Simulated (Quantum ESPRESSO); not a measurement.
## AlFe: magnetism against biaxial strain

How does biaxial strain change the magnetic state of AlFe?

Program: Quantum ESPRESSO 7.5. Level of theory: PBEsol; plane waves with GBRV 1.5 PBEsol potentials, no spin-orbit coupling. Results are calculated unless marked as measured.

**1. The starting structure**

The structure is cubic, space group Pm-3m (No. 221). The conventional cell has a = 2.910 Å, b = 2.910 Å, c = 2.910 Å, α = 90.00°, β = 90.00°, γ = 90.00°. Al has 8 Fe at 2.52 Å nearest. Nearest to Fe lie 8 Al at 2.52 Å. Farther neighbours are not listed.

The cell comes from the Crystallography Open Database.

**2. Biaxial 0.94, ferro +**

Lengths in the Cartesian xy plane scale by the factor; z is kept. Atoms keep their fractional places. Seeded atoms are those given a starting moment.

pw.in reads:

```
&CONTROL
  calculation = 'scf'
  prefix = 'pwscf'
  outdir = './tmp'
  pseudo_dir = './pseudo'
  disk_io = 'nowf'
  tprnfor = .true.
  tstress = .true.
/
&SYSTEM
  ibrav = 0
  nat = 2
  ntyp = 2
  ecutwfc = 40
  ecutrho = 280
  nbnd = 17
  occupations = 'smearing'
  smearing = 'gaussian'
  degauss = 0.00999582
  nspin = 2
  starting_magnetization(1) = 0
  starting_magnetization(2) = 0.175
/
&ELECTRONS
  conv_thr = 4d-09
  electron_maxstep = 150
  mixing_beta = 0.3
  diago_david_ndim = 4
/
ATOMIC_SPECIES
Al     26.9815 al_pbesol_v1.uspp.F.UPF
Fe     55.8450 fe_pbesol_v1.5.uspp.F.UPF
CELL_PARAMETERS bohr
   5.1691568413    0.0000000000    0.0000000000
   0.0000000000    5.1691568413    0.0000000000
   0.0000000000    0.0000000000    5.4991030227
ATOMIC_POSITIONS crystal
Al      0.0000000000    0.0000000000    0.0000000000
Fe      0.5000000000    0.5000000000    0.5000000000
K_POINTS automatic
8 8 8 0 0 0
```

Launch:

```console
OMP_NUM_THREADS=1 mpirun -n 2 pw.x -nk 2 -in pw.in > pw.out
```

The log of the run:

```text
Program PWSCF v.7.5 starts

     Message from routine setup:
     using ibrav=0 with symmetry is DISCOURAGED, use correct ibrav instead

     K-points division:     npool     =       2
     Subspace diagonalization in iterative solution of the eigenvalue problem:

     bravais-lattice index     =            0
     lattice parameter (alat)  =       5.1692  a.u.
     unit-cell volume          =     146.9370 (a.u.)^3
     number of atoms/cell      =            2
     number of atomic types    =            2
     number of electrons       =        19.00
     number of Kohn-Sham states=           17
     kinetic-energy cutoff     =      40.0000  Ry
     charge density cutoff     =     280.0000  Ry
     scf convergence threshold =      4.0E-09
     mixing beta               =       0.3000
     number of iterations used =            8  plain     mixing
     Exchange-correlation= SLA  PW   PSX  PSC
                           (   1   4  10   8   0   0   0)

     celldm(1)=   5.169157  celldm(2)=   0.000000  celldm(3)=   0.000000
     celldm(4)=   0.000000  celldm(5)=   0.000000  celldm(6)=   0.000000

     crystal axes: (cart. coord. in units of alat)
               a(1) = (   1.000000   0.000000   0.000000 )
               a(2) = (   0.000000   1.000000   0.000000 )
               a(3) = (   0.000000   0.000000   1.063830 )

     reciprocal axes: (cart. coord. in units 2 pi/alat)
               b(1) = (  1.000000  0.000000  0.000000 )
               b(2) = (  0.000000  1.000000  0.000000 )
               b(3) = (  0.000000  0.000000  0.940000 )

     PseudoPot. # 1 for Al read from file:
     al_pbesol_v1.uspp.F.UPF
     Pseudo is Ultrasoft + core correction, Zval =  3.0

     PseudoPot. # 2 for Fe read from file:
     fe_pbesol_v1.5.uspp.F.UPF
     Pseudo is Ultrasoft + core correction, Zval = 16.0

     atomic species   valence    mass     pseudopotential
     Al                3.00    26.98150     Al( 1.00)
     Fe               16.00    55.84500     Fe( 1.00)

     Starting magnetic structure
     atomic species   magnetization
     Al              0.000
     Fe              0.175

     16 Sym. Ops., with inversion, found

   Cartesian axes

     site n.     atom                  positions (alat units)
         1        Al     tau(   1) = (   0.0000000   0.0000000   0.0000000  )
         2        Fe     tau(   2) = (   0.5000000   0.5000000   0.5319149  )

     number of k points=    75  Gaussian smearing, width (Ry)=  0.0100
                       cart. coord. in units 2pi/alat
        k(    1) = (   0.0000000   0.0000000   0.0000000), wk =   0.0019531
        k(    2) = (   0.0000000   0.0000000   0.1175000), wk =   0.0039062
        k(    3) = (   0.0000000   0.0000000   0.2350000), wk =   0.0039062
        k(    4) = (   0.0000000   0.0000000   0.3525000), wk =   0.0039062
        k(    5) = (   0.0000000   0.0000000  -0.4700000), wk =   0.0019531
        [... 70 further k-points ...]

     Dense  grid:    11685 G-vectors     FFT dimensions: (  27,  27,  30)

     Smooth grid:     5019 G-vectors     FFT dimensions: (  24,  24,  24)

     Check: negative core charge=   -0.000031
     Generating pointlists ...
     new r_m :   0.3650 (alat units)  1.8867 (a.u.) for type    1
     new r_m :   0.3650 (alat units)  1.8867 (a.u.) for type    2

     Initial potential from superposition of free atoms

     starting charge      17.9976, renormalised to      19.0000
     Starting wfcs are   17 randomized atomic wfcs

     Self-consistent Calculation

     iteration #  1     ecut=    40.00 Ry     beta= 0.30
     Davidson diagonalization with overlap
     ethr =  1.00E-02,  avg # of iterations =  3.5

     total energy              =    -255.81129745 Ry
     estimated scf accuracy    <       3.48835019 Ry

     total magnetization       =     1.00 Bohr mag/cell
     absolute magnetization    =     1.29 Bohr mag/cell

     iteration #  2     ecut=    40.00 Ry     beta= 0.30
     Davidson diagonalization with overlap
     ethr =  1.00E-02,  avg # of iterations =  2.3

     total energy              =    -256.47607559 Ry
     estimated scf accuracy    <       3.31921720 Ry

     total magnetization       =     0.69 Bohr mag/cell
     absolute magnetization    =     1.00 Bohr mag/cell

     [... further iterations left out ...]

     iteration # 13     ecut=    40.00 Ry     beta= 0.30
     Davidson diagonalization with overlap
     ethr =  3.75E-10,  avg # of iterations =  1.1

     total energy              =    -256.90481906 Ry
     estimated scf accuracy    <       0.00000003 Ry

     total magnetization       =     0.74 Bohr mag/cell
     absolute magnetization    =     0.83 Bohr mag/cell

     iteration # 14     ecut=    40.00 Ry     beta= 0.30
     Davidson diagonalization with overlap
     ethr =  1.62E-10,  avg # of iterations =  1.5

     Magnetic moment per site  (integrated on atomic sphere of radius R)
     atom   1 (R=0.365)  charge=  1.2827  magn= -0.0236
     atom   2 (R=0.365)  charge= 14.5180  magn=  0.7568

     End of self-consistent calculation

     Number of k-points >= 100: set verbosity='high' to print the bands.

     the Fermi energy is    15.2362 ev

!    total energy              =    -256.90481908 Ry
     estimated scf accuracy    <          6.4E-10 Ry
     smearing contrib. (-TS)   =      -0.00147579 Ry
     internal energy E=F+TS    =    -256.90334329 Ry

     The total energy is F=E-TS. E is the sum of the following terms:
     one-electron contribution =    -153.93308954 Ry
     hartree contribution      =      87.41319039 Ry
     xc contribution           =     -33.42929318 Ry
     ewald contribution        =    -156.95415097 Ry

     total magnetization       =     0.74 Bohr mag/cell
     absolute magnetization    =     0.83 Bohr mag/cell

     convergence has been achieved in  14 iterations

     Forces acting on atoms (cartesian axes, Ry/au):

     atom    1 type  1   force =     0.00000000    0.00000000    0.00000000
     atom    2 type  2   force =     0.00000000    0.00000000    0.00000000

     Total force =     0.000000     Total SCF correction =     0.000000

     Computing stress (Cartesian axis) and pressure

          total   stress  (Ry/bohr**3)                   (kbar)     P=      128.17
   0.00107564   0.00000000   0.00000000          158.23        0.00        0.00
   0.00000000   0.00107564   0.00000000            0.00      158.23        0.00
   0.00000000   0.00000000   0.00046264            0.00        0.00       68.06

=------------------------------------------------------------------------------=
   JOB DONE.
=------------------------------------------------------------------------------=
```

The job ended after 18 s (2 MPI ranks of Arm Neoverse V1, shared host; peak memory 0.16 GiB).

Spin moment in the atom's sphere by atom:

| atom | spin moment in the atom's sphere (μB) |
| --- | --- |
| Al1 | -0.024 |
| Fe2 | 0.757 |

Read from the output:

```
smearing term TS       : 0.02008 eV
pressure               : 12.82 GPa
magnetization          : 0.74 μB
absolute magnetization : 0.827 μB
final state            : ferromagnetic
```

**3. Biaxial 0.94, antiferro q=(1/2,1/2,1/2) +-**

The wavevector q is in fractions of the reciprocal vectors of the crystal's primitive cell, as the cells of these inputs are built from it; moments change sign between cells as cos(2π q·R).

pw.in reads:

```
&CONTROL
  calculation = 'scf'
  prefix = 'pwscf'
  outdir = './tmp'
  pseudo_dir = './pseudo'
  disk_io = 'nowf'
  tprnfor = .true.
  tstress = .true.
/
&SYSTEM
  ibrav = 0
  nat = 4
  ntyp = 3
  ecutwfc = 40
  ecutrho = 280
  nbnd = 27
  occupations = 'smearing'
  smearing = 'gaussian'
  degauss = 0.00999582
  nspin = 2
  starting_magnetization(1) = 0
  starting_magnetization(2) = 0.175
  starting_magnetization(3) = -0.175
/
&ELECTRONS
  conv_thr = 8d-09
  electron_maxstep = 150
  mixing_beta = 0.3
  diago_david_ndim = 4
/
ATOMIC_SPECIES
Al     26.9815 al_pbesol_v1.uspp.F.UPF
Fe1    55.8450 fe_pbesol_v1.5.uspp.F.UPF
Fe2    55.8450 fe_pbesol_v1.5.uspp.F.UPF
CELL_PARAMETERS bohr
  10.3383136826    0.0000000000    0.0000000000
   5.1691568413    5.1691568413    0.0000000000
   5.1691568413    0.0000000000    5.4991030227
ATOMIC_POSITIONS crystal
Al      0.0000000000    0.0000000000    0.0000000000
Al      0.5000000000    0.0000000000    0.0000000000
Fe1     0.7500000000    0.5000000000    0.5000000000
Fe2     0.2500000000    0.5000000000    0.5000000000
K_POINTS automatic
4 8 8 0 0 0
```

The log of the run:

```text
     [... lines left out ...]
Program PWSCF v.7.5 starts
     [... lines left out ...]
     number of atoms/cell      =            4
     [... lines left out ...]
     number of electrons       =        38.00
     number of Kohn-Sham states=           27
     kinetic-energy cutoff     =      40.0000  Ry
     charge density cutoff     =     280.0000  Ry
     scf convergence threshold =      8.0E-09
     [... lines left out ...]
     16 Sym. Ops., with inversion, found ( 8 have fractional translation)
     [... lines left out ...]
     number of k points=    39  Gaussian smearing, width (Ry)=  0.0100
     [... lines left out ...]
     iteration # 21     ecut=    40.00 Ry     beta= 0.30
     [... lines left out ...]
     Magnetic moment per site  (integrated on atomic sphere of radius R)
     atom   1 (R=0.182)  charge=  1.2816  magn= -0.0000
     atom   2 (R=0.182)  charge=  1.2816  magn= -0.0000
     atom   3 (R=0.182)  charge= 14.5192  magn= -0.0002
     atom   4 (R=0.182)  charge= 14.5192  magn=  0.0000
     [... lines left out ...]
     the Fermi energy is    15.0812 ev
!    total energy              =    -513.80491824 Ry
     estimated scf accuracy    <          1.8E-09 Ry
     smearing contrib. (-TS)   =      -0.00438000 Ry
     [... lines left out ...]
     total magnetization       =    -0.00 Bohr mag/cell
     absolute magnetization    =     0.00 Bohr mag/cell
     convergence has been achieved in  21 iterations
     [... lines left out ...]
     Total force =     0.000000     Total SCF correction =     0.000000
     [... lines left out ...]
          total   stress  (Ry/bohr**3)                   (kbar)     P=      115.73
     [... lines left out ...]
```

It took 65 s on 2 MPI ranks; peak memory 0.25 GiB; 2.2 min of CPU time.

Spin moment in the atom's sphere by atom:

| atom | spin moment in the atom's sphere (μB) |
| --- | --- |
| Al1 | 0.0000 |
| Al2 | 0.0000 |
| Fe3 | -0.0002 |
| Fe4 | 0.0000 |

Numbers from this step:

| Property | Result |
| --- | --- |
| smearing term TS | 0.05959 eV |
| pressure | 11.57 GPa |
| magnetization | 0 μB |
| absolute magnetization | 0 μB |
| final state | non-magnetic |

**4. Biaxial 0.94, no spin polarisation**

pw.in reads:

```
&CONTROL
  calculation = 'scf'
  prefix = 'pwscf'
  outdir = './tmp'
  pseudo_dir = './pseudo'
  disk_io = 'nowf'
  tprnfor = .true.
  tstress = .true.
/
&SYSTEM
  ibrav = 0
  nat = 2
  ntyp = 2
  ecutwfc = 40
  ecutrho = 280
  nbnd = 16
  occupations = 'smearing'
  smearing = 'gaussian'
  degauss = 0.00999582
/
&ELECTRONS
  conv_thr = 4d-09
  electron_maxstep = 150
  mixing_beta = 0.3
  diago_david_ndim = 4
/
ATOMIC_SPECIES
Al     26.9815 al_pbesol_v1.uspp.F.UPF
Fe     55.8450 fe_pbesol_v1.5.uspp.F.UPF
CELL_PARAMETERS bohr
   5.1691568413    0.0000000000    0.0000000000
   0.0000000000    5.1691568413    0.0000000000
   0.0000000000    0.0000000000    5.4991030227
ATOMIC_POSITIONS crystal
Al      0.0000000000    0.0000000000    0.0000000000
Fe      0.5000000000    0.5000000000    0.5000000000
K_POINTS automatic
8 8 8 0 0 0
```

The log of the run:

```text
     [... lines left out ...]
Program PWSCF v.7.5 starts
     [... lines left out ...]
     number of atoms/cell      =            2
     [... lines left out ...]
     number of electrons       =        19.00
     number of Kohn-Sham states=           16
     kinetic-energy cutoff     =      40.0000  Ry
     charge density cutoff     =     280.0000  Ry
     scf convergence threshold =      4.0E-09
     [... lines left out ...]
     16 Sym. Ops., with inversion, found
     [... lines left out ...]
     number of k points=    75  Gaussian smearing, width (Ry)=  0.0100
     [... lines left out ...]
     iteration # 11     ecut=    40.00 Ry     beta= 0.30
     [... lines left out ...]
     the Fermi energy is    15.0812 ev
!    total energy              =    -256.90246123 Ry
     estimated scf accuracy    <          7.9E-10 Ry
     smearing contrib. (-TS)   =      -0.00218997 Ry
     [... lines left out ...]
     convergence has been achieved in  11 iterations
     [... lines left out ...]
     Total force =     0.000000     Total SCF correction =     0.000000
     [... lines left out ...]
          total   stress  (Ry/bohr**3)                   (kbar)     P=      115.34
     [... lines left out ...]
```

Elapsed: 7.8 s, on 2 MPI ranks; peak memory 0.14 GiB; 15 s of CPU time.

This step gave:

```yaml
smearing_term_ts: 0.02980 eV
pressure: 11.53 GPa
final_state: non-magnetic (no spin polarisation)
```

**5. Biaxial 1.06, ferro +**

pw.in: that of step 4 with these lines changed.

```diff
@@ -15,3 +15,3 @@
   ecutrho = 280
-  nbnd = 16
+  nbnd = 17
   occupations = 'smearing'
@@ -19,2 +19,5 @@
   degauss = 0.00999582
+  nspin = 2
+  starting_magnetization(1) = 0
+  starting_magnetization(2) = 0.175
 /
@@ -30,4 +33,4 @@
 CELL_PARAMETERS bohr
-   5.1691568413    0.0000000000    0.0000000000
-   0.0000000000    5.1691568413    0.0000000000
+   5.8290492040    0.0000000000    0.0000000000
+   0.0000000000    5.8290492040    0.0000000000
    0.0000000000    0.0000000000    5.4991030227
```

The log of the run:

```text
     [... lines left out ...]
Program PWSCF v.7.5 starts
     [... lines left out ...]
     number of atoms/cell      =            2
     [... lines left out ...]
     number of electrons       =        19.00
     number of Kohn-Sham states=           17
     kinetic-energy cutoff     =      40.0000  Ry
     charge density cutoff     =     280.0000  Ry
     scf convergence threshold =      4.0E-09
     [... lines left out ...]
     16 Sym. Ops., with inversion, found
     [... lines left out ...]
     number of k points=    75  Gaussian smearing, width (Ry)=  0.0100
     [... lines left out ...]
     iteration # 15     ecut=    40.00 Ry     beta= 0.30
     [... lines left out ...]
     Magnetic moment per site  (integrated on atomic sphere of radius R)
     atom   1 (R=0.351)  charge=  1.3694  magn= -0.0777
     atom   2 (R=0.351)  charge= 14.6961  magn=  1.8258
     [... lines left out ...]
     the Fermi energy is    11.8185 ev
!    total energy              =    -256.88072220 Ry
     estimated scf accuracy    <          1.2E-09 Ry
     smearing contrib. (-TS)   =      -0.00238520 Ry
     [... lines left out ...]
     total magnetization       =     1.70 Bohr mag/cell
     absolute magnetization    =     2.00 Bohr mag/cell
     convergence has been achieved in  15 iterations
     [... lines left out ...]
     Total force =     0.000000     Total SCF correction =     0.000000
     [... lines left out ...]
          total   stress  (Ry/bohr**3)                   (kbar)     P=     -176.15
     [... lines left out ...]
```

It took 21 s on 2 MPI ranks; peak memory 0.18 GiB; 42 s of CPU time.

This step gave:

- smearing term TS: 0.03245 eV
- pressure: -17.61 GPa
- magnetization: 1.698 μB
- absolute magnetization: 2.002 μB
- final state: ferromagnetic
- largest moment: 1.826 μB

**6. The series**

The runs not shown differ from these in the moved quantity alone.

States, by row:

| biaxial | ferro + | antiferro q=(1/2,1/2,1/2) +- | no spin polarisation |
| --- | --- | --- | --- |
| 0.94 | ferromagnetic | non-magnetic | non-magnetic |
| 0.96 | ferromagnetic | non-magnetic | non-magnetic |
| 0.98 | ferromagnetic | non-magnetic | non-magnetic |
| 1 | ferromagnetic | non-magnetic | non-magnetic |
| 1.02 | ferromagnetic | non-magnetic | non-magnetic |
| 1.04 | ferromagnetic | antiferromagnetic | non-magnetic |
| 1.06 | ferromagnetic | antiferromagnetic | non-magnetic |

Largest site moment against biaxial:

| biaxial (factor) | ferro + (μB) | antiferro q=(1/2,1/2,1/2) +- (μB) |
| --- | --- | --- |
| 0.9400 | 0.757 | 1.8e-4 |
| 0.9600 | 0.773 | 3.9e-4 |
| 0.9800 | 0.786 | 3.7e-5 |
| 1.0000 | 0.799 | 3.4e-4 |
| 1.0200 | 0.815 | 0.00178 |
| 1.0400 | 0.847 | 0.259 |
| 1.0600 | 1.83 | 1.38 |

Table of energy less that of the parallel start by biaxial; values in meV a seeded atom:

| biaxial (factor) | antiferro q=(1/2,1/2,1/2) +- | no spin polarisation |
| --- | --- | --- |
| 0.9400 | 32.1 | 32.1 |
| 0.9600 | 39.5 | 39.5 |
| 0.9800 | 46.1 | 46.1 |
| 1.0000 | 52.2 | 52.2 |
| 1.0200 | 58.3 | 58.3 |
| 1.0400 | 65.0 | 65.0 |
| 1.0600 | 67.1 | 81.9 |

Table of energy over the lowest by biaxial; values in meV an atom:

| biaxial (factor) | ferro + | antiferro q=(1/2,1/2,1/2) +- | no spin polarisation |
| --- | --- | --- | --- |
| 0.9400 | 31.4 | 47.4 | 47.4 |
| 0.9600 | 1.34 | 21.1 | 21.1 |
| 0.9800 | 0 | 23.1 | 23.0 |
| 1.0000 | 22.9 | 49.0 | 49.0 |
| 1.0200 | 66.1 | 95.3 | 95.3 |
| 1.0400 | 126 | 159 | 159 |
| 1.0600 | 195 | 229 | 236 |

**7. Summary of results**

| Quantity | Value |
| --- | --- |
| moment, parallel start | 0.757 to 1.83 μB |
| states met from these starts | antiferromagnetic, ferromagnetic and non-magnetic |

**Reading.** The moment of the parallel start goes from 0.757 μB at 0.94 to 1.83 μB at 1.06. One step is far larger than the others, the mark of a change of state, as between low and high spin. The net moment of the cell goes from 0.74 to 1.70 μB. The radius of the spheres follows the nearest distance, so part of the change of the site moments is the spheres'. Some or all runs of the second start lost their moments or typed signs, and their energies are those of the state reached. The largest moment of the start antiferro q=(1/2,1/2,1/2) +- lies between 3.7e-5 and 1.38 μB. The start antiferro q=(1/2,1/2,1/2) +- lies over the parallel one at every finished point, by 32.1 to 67.1 meV a seeded atom. The smearing is not Fermi–Dirac, so its width is no temperature.

[Logs and program files are shortened in this print: banners, set-up blocks, solver, clock and traceback lines can be left out without a mark of their own.]

[Logs are printed without paths, hosts, clocks, repeated set-up lines and the standing remarks that a program may print on its own settings, such as how far it seeks lower states.]

[Hosts, paths, dates, database ids (printed as entryN), source tags and the programs' standing remarks are cut or masked in the printed files.]

[Where a cell is said to come from a database of computed structures, the database is the Materials Project.]
